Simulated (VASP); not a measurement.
Here is a VASP 6.6.1 calculation.

INCAR

```
  PREC = Accurate
  ENCUT = 580
  EDIFF = 1E-6
  ISMEAR = -1
  SIGMA = 0.05
  LREAL = F
  LASPH = T
  NELM = 100
  ALGO = Normal
  ISIF = 3
  LWAVE = F
  LCHARG = F
  GGA = PE
  IBRION = 2
  NSW = 40
  EDIFFG = -0.01
```

Contents of KPOINTS:

```
regular mesh
0
Gamma
  12 12 11
```

The input POSCAR:

```
Si
1.0
    2.6205428149      0.0000000000      0.0000000000
   -1.3102714075      2.2694566494      0.0000000000
    0.0000000000      0.0000000000      2.4663543900
Si
1
Direct
    0.0000000000      0.0000000000      0.0000000000
```

Potentials or basis: VASP PAW PBE potentials, release 54 (Si).

The run is started by

```console
$ cat potpaw_PBE.54/Si/POTCAR > POTCAR
$ mpirun -np 1 vasp_std > vasp.out
```

**Question.** What does it give for the band gap on the k mesh?

**Answer.** None (metal or under the smearing width).

**Question.** Predict the relaxed cell.

**Answer.** a = 2.633 Å, b = 2.633 Å, c = 2.505 Å, α = 90.00°, β = 90.00°, γ = 120.00°.

**Question.** Predict the relaxed volume.

**Answer.** 15.03 Å³/atom.

**Question.** Predict the space group after relaxing (to 0.05 Å).

**Answer.** P6/mmm (No. 191).

The path:
```
step  energy change (eV)  largest force (eV/Å)  pressure (GPa)  volume (Å³)
   1              0.0000                0.0000            3.04        14.67
   2             -0.0030                0.0000           -1.60        15.26
   3             -0.0049                0.0000            0.06        15.03
   4             -0.0049                0.0000            0.11        15.02
   5             -0.0049                0.0000            0.02        15.04
   6             -0.0049                0.0000            0.04        15.04
   7             -0.0049                0.0000            0.06        15.03
```
